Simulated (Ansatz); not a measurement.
`O=C1C=C(I)C(=O)O1` + H₂ → `O=C1C=CC(=O)O1` + HI at 298.15 K and 1 bar (hydrogenolysis of a C–I bond).

Computed with Ansatz on PBE0-D4/def2-TZVP structures; ΔE is electronic, products minus reactants. CCSD(T)/CBS adds triple-zeta CCSD(T) − MP2 to the extrapolated MP2 energy (def2 sets, frozen cores). This one scheme is used for every species. Elements past krypton have def2 core potentials. For I outer-core shells are correlated without core-valence functions, which leaves a few kJ/mol of doubt a bond.

```
            species  CCSD(T)/CBS energy (Eh)  H − E (kJ/mol)  S (J/(mol·K))
`O=C1C=C(I)C(=O)O1`               -675.75069           140.8          359.5
                 H₂                 -1.17544            35.1          130.4
   `O=C1C=CC(=O)O1`               -378.91578           163.9          303.4
                 HI               -298.03592            22.7          206.5
```

H − E and S are ideal-gas, rigid-rotor, harmonic terms from PBE0-D4/def2-TZVP. For small species the MP2-based limit differs from directly extrapolated CCSD(T) by up to some mEh (0.8 for H₂); such offsets cancel only in part. 1 Eh = 2625.50 kJ/mol, R = 8.31446 J/(mol·K).

Question: By hand: ΔE, ΔH, ΔS and ΔG.

Answer: ΔE = (-378.91578) + (-298.03592) − (-675.75069) − (-1.17544) = -0.02557 Eh = -67.1 kJ/mol. Δ(H − E) = 163.9 + 22.7 − 140.8 − 35.1 = 10.7, so ΔH = -56.4 kJ/mol. ΔS = 303.4 + 206.5 − 359.5 − 130.4 = 20.0 J/(mol·K). ΔG = -56.4 − 298.15 × (20.0)/1000 = -62.4 kJ/mol.

Question: By hand: the equilibrium constant, and the temperature at which ΔG would vanish if ΔH and ΔS stayed fixed.

Answer: log₁₀ K = −ΔG/(RT ln 10) = 10.9. ΔH and −TΔS have one sign here, so there is no such temperature.

ΔH outweighs TΔS. A doubt of 5 kJ/mol in ΔE shifts log₁₀ K by 0.9 here. These are equilibria of isolated gas molecules and say nothing of rates. Largest T1 diagnostic: 0.017 (customary marks: 0.02 for closed shells, 0.045 for open ones).
